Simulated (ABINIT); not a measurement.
Runs of ABINIT 10.8.3 (patched build) on HfN. The structure is cubic, space group F-43m (No. 216). The conventional cell has a = 4.910 Å, b = 4.910 Å, c = 4.910 Å, α = 90.00°, β = 90.00°, γ = 90.00°. Hf (site symmetry -43m) is surrounded by 4 N at 2.13 Å. N (site symmetry -43m) has 4 Hf at 2.13 Å as nearest neighbours. The cell comes from a database or a generator and needn't be the stable form of this composition.

```tsv
task	level	potentials or basis	cell	cutoff (eV)	fine-grid cutoff	gap on the mesh (eV)	pressure (GPa)	V0 of scaled cells (Å³/atom)	B0 (GPa)
equation of state	PBE	JTH PAW PBE v2.0	as given	707	1306.15 eV	-	-	14.82	(b)
single point	PBE	JTH PAW PBE v2.0	as given	707	1306.15 eV	none	0.2	-	-
single point	PBE	JTH PAW PBE v2.0	atoms moved at random, drawn with an rms of 0.05 Å	707	1306.15 eV	none	0.5	-	-
equation of state	PBEsol	JTH PAW PBE v2.0	as given	707	1306.15 eV	-	-	14.41	205
equation of state	LDA	JTH PAW LDA v2.0	as given	707	1306.15 eV	-	-	14.03	(a)
```

Alike in all rows: no spin polarisation; k mesh 9 × 9 × 9; smearing fermi-dirac 0.05 eV.

Question: Estimate the missing entries.

Answer: (a) 218; (b) 193.

Caveats: pressures at fixed basis lie under the slope of the energies (some runs); the PAW data sets were made with another functional, which shifts forces and pressure a little (some runs).

A k mesh can miss the band edges, and the runs leave out spin-orbit coupling on Hf.

A gap of «none» marks a metal or a gap under the smearing width.
